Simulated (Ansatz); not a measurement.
# SnO2: the cost of one run

Method: DFT r2SCAN, scalar-relativistic, plane waves, PAW, in Ansatz 0.2.0.

4 further runs of the same task are left out: 1 that didn't finish, 3 set aside as unsound or not needed.

### 1 The starting structure

Symmetry: P4_2/mnm, No. 136, tetragonal system. Conventional cell: a = 4.760 Å, b = 4.760 Å, c = 3.201 Å, α = 90.00°, β = 90.00°, γ = 90.00°. Around Sn (site symmetry mmm) lie 6 O at 2.06 to 2.07 Å. O (site symmetry m2m) is surrounded by 3 Sn at 2.06 to 2.07 Å.

Coordinates:

```xyz
6
Lattice="4.7598 0.0000 0.0000 0.0000 4.7601 0.0000 0.0000 0.0000 3.2007" Properties=species:S:1:pos:R:3 pbc="T T T"
Sn    2.3799    2.3800    1.6004
Sn    0.0000    0.0000    0.0000
O     1.4558    1.4564    0.0000
O     3.8358    0.9237    1.6004
O     0.9241    3.8364    1.6004
O     3.3040    3.3037    0.0000
```

It goes back to an entry of the Materials Project, which need not be the stable form.

It is the result of an earlier relaxation at this level (volume 12.09 Å³/atom; gap on the mesh: 1.77 eV).

Bulk energy on matching settings, from an earlier run: -2392.0713 eV/atom.

### 2 Cutting the (110) slab

Planes are indexed in the bulk's conventional cell (P4_2/mnm (No. 136)), a = 4.760 Å, b = 4.760 Å, c = 3.201 Å, α = 90.00°, β = 90.00°, γ = 90.00°.

Cut from the relaxed bulk: a (110) slab, 12.7 Å thick as cut, with 15 Å of vacuum; its outer planes are O (top) and O (bottom).

The slab as cut. Layers, bottom to top:

| plane | atoms per cell | height over the lowest (Å) |
| --- | --- | --- |
| 1 | O | 0.00 |
| 2 | Sn2O2 | 1.31 |
| 3 | O | 2.61 |
| 4 | O | 3.37 |
| 5 | Sn2O2 | 4.67 |
| 6 | O | 5.98 |
| 7 | O | 6.73 |
| 8 | Sn2O2 | 8.04 |
| 9 | O | 9.34 |
| 10 | O | 10.10 |
| 11 | Sn2O2 | 11.40 |
| 12 | O | 12.71 |

### 3 The slab as cut, atoms at the bulk's places

The cell repeats along c, and a dipole correction in the vacuum removes the field between the copies.

input.yaml

```yaml
crystal:
  lattice:
    - [3.2007107582, 0.0, 0.0]
    - [0.0, 6.7315686836, 0.0]
    - [0.0, 0.0, 27.7104094135]
  atoms:
    - { symbol: O, position: [0.0, 6.33268e-05, 0.2706564125] }
    - { symbol: O, position: [0.5, 0.6941148639, 0.3177941327] }
    - { symbol: Sn, position: [0.5, 2.5158e-05, 0.3178057772] }
    - { symbol: Sn, position: [0.0, 0.500025158, 0.3178057772] }
    - { symbol: O, position: [0.5, 0.3059354522, 0.3178174217] }
    - { symbol: O, position: [0.0, 0.9999869893, 0.3649551419] }
    - { symbol: O, position: [0.0, 0.5000884848, 0.3921192277] }
    - { symbol: O, position: [0.5, 0.1941400219, 0.4392569479] }
    - { symbol: Sn, position: [0.5, 0.5000503161, 0.4392685924] }
    - { symbol: Sn, position: [0.0, 5.03161e-05, 0.4392685924] }
    - { symbol: O, position: [0.5, 0.8059606102, 0.4392802369] }
    - { symbol: O, position: [0.0, 0.5000121473, 0.4864179571] }
    - { symbol: O, position: [0.0, 0.0001136428, 0.5135820429] }
    - { symbol: O, position: [0.5, 0.6941651799, 0.5607197631] }
    - { symbol: Sn, position: [0.5, 7.54741e-05, 0.5607314076] }
    - { symbol: Sn, position: [0.0, 0.5000754741, 0.5607314076] }
    - { symbol: O, position: [0.5, 0.3059857682, 0.5607430521] }
    - { symbol: O, position: [0.0, 3.73053e-05, 0.6078807723] }
    - { symbol: O, position: [0.0, 0.5001388009, 0.6350448581] }
    - { symbol: O, position: [0.5, 0.194190338, 0.6821825783] }
    - { symbol: Sn, position: [0.5, 0.5001006321, 0.6821942228] }
    - { symbol: Sn, position: [0.0, 0.0001006321, 0.6821942228] }
    - { symbol: O, position: [0.5, 0.8060109262, 0.6822058673] }
    - { symbol: O, position: [0.0, 0.5000624634, 0.7293435875] }
basis:
  ecutwfc: 500
kpoints:
  mp_grid: { grid: [8, 4, 1] }
hamiltonian:
  xc: r2scan
scf:
  occupations: { method: gaussian, width: 0.05 }
output:
  forces: true
  stress: true
  eigenvalues: true
  write_density: true
  write_potential: true
  elf: true
  volumetric_format: npy
efield:
  axis: 3
  dipole_correction: true
  ramp_width: 0.04
```

Run with:

```
$ ansatz run input.yaml --threads 2 --pin off --max-ram 5120MiB --backend cpu --events-out ev --progress --plain --runs-dir out
```

**Question.** How long does this run take on 2 threads of Intel Xeon at 2.50GHz (Skylake/Cascade Lake), shared host, and how much memory does it need?

About 4.8 min, with a peak of 2.6 GiB.
